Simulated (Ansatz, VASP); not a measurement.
**MgZn7O8: VASP beside Ansatz**

File INCAR:

```
SYSTEM = MgZn7O8
PREC = Accurate ; ENCUT = 520
EDIFF = 1E-7 ; ISMEAR = 0
SIGMA = 0.02 ; LREAL = Auto
LASPH = .TRUE. ; NELM = 60
ALGO = Normal ; ISIF = 2
LWAVE = .FALSE. ; LCHARG = .TRUE.
GGA = PS ; LELF = .TRUE.
LVHAR = .TRUE. ; NBANDS = 81
```

File KPOINTS:

```
regular mesh
0
G
  4 3 3
  0 0 0
```

POSCAR

```
MgZn7O8
1.0
    0.0000000000      0.0000000000     -5.2037125068
    3.2350224083      5.6032231748      0.0000000000
    3.2350224083     -5.6032231748      0.0000000000
Mg Zn O
1 7 8
Direct
    0.4996842837      0.1666666667      0.3333333333
    0.5019602040      0.1681519802      0.8340759901
    0.5019602040      0.6659240099      0.3318480198
    0.5019602040      0.6659240099      0.8340759901
   -0.0008017381      0.3336131274      0.6672262548
   -0.0008017381      0.3336131274      0.1663868726
    0.0011359421      0.8333333333      0.6666666667
   -0.0008017381      0.8327737452      0.1663868726
    0.6199092003      0.3329448310      0.6658896621
    0.6199092003      0.3329448310      0.1670551690
    0.6207143745      0.8333333333      0.6666666667
    0.6199092003      0.8341103379      0.1670551690
    0.1196274951      0.1666666667      0.3333333333
    0.1211849687      0.1667493682      0.8333746841
    0.1211849687      0.6666253159      0.3332506318
    0.1211849687      0.6666253159      0.8333746841
```

Input for Ansatz:

```yaml
crystal:
  lattice:
    - [0.0, 0.0, -5.2037125068]
    - [3.2350224083, 5.6032231748, 0.0]
    - [3.2350224083, -5.6032231748, 0.0]
  atoms:
    - { symbol: Mg, position: [0.4996842837, 0.1666666667, 0.3333333333] }
    - { symbol: Zn, position: [0.501960204, 0.1681519802, 0.8340759901] }
    - { symbol: Zn, position: [0.501960204, 0.6659240099, 0.3318480198] }
    - { symbol: Zn, position: [0.501960204, 0.6659240099, 0.8340759901] }
    - { symbol: Zn, position: [-0.0008017381, 0.3336131274, 0.6672262548] }
    - { symbol: Zn, position: [-0.0008017381, 0.3336131274, 0.1663868726] }
    - { symbol: Zn, position: [0.0011359421, 0.8333333333, 0.6666666667] }
    - { symbol: Zn, position: [-0.0008017381, 0.8327737452, 0.1663868726] }
    - { symbol: O, position: [0.6199092003, 0.332944831, 0.6658896621] }
    - { symbol: O, position: [0.6199092003, 0.332944831, 0.167055169] }
    - { symbol: O, position: [0.6207143745, 0.8333333333, 0.6666666667] }
    - { symbol: O, position: [0.6199092003, 0.8341103379, 0.167055169] }
    - { symbol: O, position: [0.1196274951, 0.1666666667, 0.3333333333] }
    - { symbol: O, position: [0.1211849687, 0.1667493682, 0.8333746841] }
    - { symbol: O, position: [0.1211849687, 0.6666253159, 0.3332506318] }
    - { symbol: O, position: [0.1211849687, 0.6666253159, 0.8333746841] }
basis:
  ecutwfc: 420
kpoints:
  mp_grid: { grid: [4, 3, 3] }
  band_path: { path: [[0.0, 0.0, 0.0], [0.05, 0.0, 0.0]], npoints: 1 }
hamiltonian:
  xc: pbesol
scf:
  occupations: { method: gaussian, width: 0.02 }
  n_extra_bands: 11
output:
  forces: true
  stress: true
  eigenvalues: true
```

Alike in both runs: task single point; functional PBEsol; k mesh 4 × 3 × 3; occupations gaussian, width 0.02 eV; no spin polarisation.

```csv
,VASP,Ansatz
version,VASP 6.6.1,Ansatz 0.2.0
potentials or method,"VASP PAW PBE potentials, release 64 (Mg, Zn, O)","scalar-relativistic, plane waves, PAW"
plane-wave cutoff (eV),520,420
valence electrons in the cell,134,142
```

|  | VASP | Ansatz | Ansatz less VASP |
| --- | --- | --- | --- |
| gap on the k mesh at the Fermi level (eV) | 0.98 | 0.99 | +0.012 |
| least direct gap on the mesh (eV) | 0.98 | 0.99 | +0.012 |
| pressure (GPa) | 0.8 | 0.0 | -0.85 |
| rms of the force components (eV/Å) | 0.021 | 0.001 | -0.0206 |

Atom by atom the forces differ by 0.021 eV/Å (rms over components). The functional is the same, so the differences come from potentials, cutoffs and numerics. The two sets of potentials don't hold the same shells in valence.

Caveats: the PAW data sets were made with another functional, which shifts forces and pressure a little (VASP).
